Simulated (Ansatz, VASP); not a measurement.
Given: the input of a run of Ansatz 0.2.0 on LiF.

File input.yaml:

```yaml
crystal:
  lattice:
    - [2.5249404757, 0.0, 0.0]
    - [0.0, 2.5249404757, 0.0]
    - [0.0, 0.0, 2.5249404757]
  atoms:
    - { symbol: F, position: [0.5, 0.5, 0.5] }
    - { symbol: Li, position: [0.0, 0.0, 0.0] }
hamiltonian:
  xc: pbe
  pseudopotentials: { kind: paw }
kpoints:
  mp_grid: { grid: [10, 10, 10] }
scf:
  occupations: { method: fermi_dirac, width: 0.05 }
output:
  forces: true
  stress: true
  eigenvalues: true
```

Potentials or basis: Ansatz PAW.

Run with:

```console
$ ansatz run input.yaml --threads 2 --pin off --max-ram 5120MiB --backend cpu --events-out ev --progress --plain --runs-dir out
```

Question: Set up the same calculation for VASP 6.6.1. Potentials there: VASP PAW PBE potentials, release 64 (F, Li_sv).

Answer: As run (the cutoff follows the program's own potentials):

The input INCAR:

```
SYSTEM = LiF
PREC = Accurate
ENCUT = 520
EDIFF = 1E-7
ISMEAR = -1
SIGMA = 0.05
LREAL = .False.
LASPH = .True.
NELM = 60
ALGO = Normal
ISIF = 2
LWAVE = .False.
LCHARG = .False.
GGA = PE
NBANDS = 12
```

The input KPOINTS:

```
regular mesh
0
Gamma
  10 10 10
  0 0 0
```

The input POSCAR:

```
LiF
1.0
    2.5249404757      0.0000000000      0.0000000000
    0.0000000000      2.5249404757      0.0000000000
    0.0000000000      0.0000000000      2.5249404757
F Li
1 1
Direct
    0.5000000000      0.5000000000      0.5000000000
    0.0000000000      0.0000000000      0.0000000000
```

Potentials or basis: VASP PAW PBE potentials, release 64 (F, Li_sv).

Run with:

```bash
$ cat potpaw_PBE.64/F/POTCAR potpaw_PBE.64/Li_sv/POTCAR > POTCAR
$ mpirun -np 1 vasp_std > vasp.out
```

Both were run:

|  | VASP | Ansatz | Ansatz less VASP |
| --- | --- | --- | --- |
| gap on the k mesh at the Fermi level (eV) | 7.85 | 7.85 | -0.008 |
| least direct gap on the mesh (eV) | 8.56 | 8.55 | -0.010 |

 A k mesh can miss the band edges.
